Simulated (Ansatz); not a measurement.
Crystal: Ge.

```
Ge
1.0
     1.48805   -2.59469    0.00000
     1.48805    2.59469    0.00000
     0.00000    0.00000    4.72760
Ge
2
Direct
  0.33345 0.66655 0.25000
  0.66655 0.33345 0.75000
```

This isn't the form of Ge at room conditions, which is diamond.

| Quantity | Value |
| --- | --- |
| Program | Ansatz 0.2.0 |
| Task | relaxation of cell and atoms |
| Functional | PBE |
| Potentials or basis | Ansatz PAW |
| Cutoff | 420 eV (not typed: the program's choice for these potentials) |
| k mesh | 10 × 10 × 6 |
| Occupations | fermi-dirac, width 0.05 eV |
| Spin | no spin polarisation |

At the start: volume 18.25 Å³/atom.

Task: How do energy, volume and symmetry change on relaxing?

Result: It ends after 8 steps and the volume is 19.29 Å³/atom (+5.7 %); space group Cmcm (No. 63, to 0.05 Å).

The path:
```csv
step,energy change (eV),largest force (eV/Å),volume (Å³)
1,0.0000,0.0008,36.51
2,-0.0225,0.0004,39.84
3,-0.0306,0.0012,38.74
4,-0.0308,0.0018,38.60
5,-0.0308,0.0018,38.58
6,-0.0308,0.0016,38.57
7,-0.0308,0.0016,38.58
8,-0.0313,0.0016,38.58
```

Final structure:
```xyz
2
Lattice="1.4980 -2.6351 0.0000 1.4980 2.6351 0.0000 0.0000 0.0000 4.8871" Properties=species:S:1:pos:R:3 pbc="T T T"
Ge    1.4980    0.8710    1.2218
Ge    1.4980   -0.8710    3.6653
```

Caveat: the plane-wave basis is chosen anew once the cell has moved, so the energies of steps on either side of that aren't comparable.
